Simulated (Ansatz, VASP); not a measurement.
Two plane-wave programs on H

```
H
1.0
     7.17722    0.00000    0.00000
     0.00000    7.18693    0.00000
     0.00000    0.00000    7.20815
H
8
Direct
  0.36553 0.72174 0.64726
  0.86553 0.77826 0.35274
  0.63447 0.22174 0.85274
  0.13447 0.27826 0.14726
  0.64452 0.14926 0.78027
  0.14452 0.35074 0.21973
  0.35548 0.64926 0.71973
  0.85548 0.85074 0.28027
```

Alike in both runs: task single point; functional PBEsol; k mesh 4 × 4 × 4; occupations gaussian, width 0.1 eV; no spin polarisation.

|  | VASP | Ansatz |
| --- | --- | --- |
| version | VASP 6.6.1 | Ansatz 0.2.0 |
| potentials or method | VASP PAW PBE potentials, release 64 (H) | scalar-relativistic, plane waves, PAW |
| plane-wave cutoff (eV) | 520 | 420 |
| valence electrons in the cell | 8 | 8 |

Ansatz gave:

- gap on the k mesh at the Fermi level (eV): 9.76
- least direct gap on the mesh (eV): 9.77
- pressure (GPa): 0.2
- largest component of the traceless stress (GPa): 0.25
- rms of the force components (eV/Å): 0.353

Question: What did VASP give for the same quantities?

Answer: gap on the k mesh at the Fermi level (eV): 9.76; least direct gap on the mesh (eV): 9.76; pressure (GPa): 0.2; largest component of the traceless stress (GPa): 0.25; rms of the force components (eV/Å): 0.353.

Atom by atom the forces differ by 0.000 eV/Å (rms over components). The functional is the same, so the differences come from potentials, cutoffs and numerics.

Caveats: the PAW data sets were made with another functional, which shifts forces and pressure a little (VASP). A k mesh can miss the band edges.
